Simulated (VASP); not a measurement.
# Os: single point with PBE

Crystal: Os.

```xyz
1
Lattice="0.0000 1.9159 1.9159 1.9159 0.0000 1.9159 1.9159 1.9159 0.0000" Properties=species:S:1:pos:R:3 pbc="T T T"
Os    0.0000    0.0000    0.0000
```

The cell was built by a generator and needn't be a form met in nature.

* Program: VASP 6.6.1
* Task: single point
* Functional: PBE
* Potentials or basis: VASP PAW PBE potentials, release 64 (Os)
* Cutoff: 520 eV
* k mesh: 18 × 18 × 18
* Occupations: gaussian, width 0.05 eV
* Spin: no spin polarisation

* Pressure: 7.7 GPa
* Band gap on the k mesh: none (metal or under the smearing width)

Levels at points of the mesh, in eV from the Fermi level:
```tsv
k point	band 1	band 2	band 3	band 4	band 5	band 6	band 7	band 8	band 9
(0.00, 0.00, 0.00)	-10.73	-2.94	-2.94	-2.94	0.09	0.09	14.30	20.09	20.09
(0.50, 0.00, 0.00)	-7.61	-3.10	-3.10	-0.18	2.49	2.49	9.00	13.83	20.39
(0.50, 0.50, 0.00)	-7.51	-6.80	2.40	2.45	3.18	3.18	12.28	12.30	12.30
```

It took 41 s on 1 thread of AMD EPYC 7R43 64-Core Processor (Zen 3), with other jobs on the host, peak memory 0.11 GiB.

Spin-orbit coupling is left out, which matters for the levels of Os.
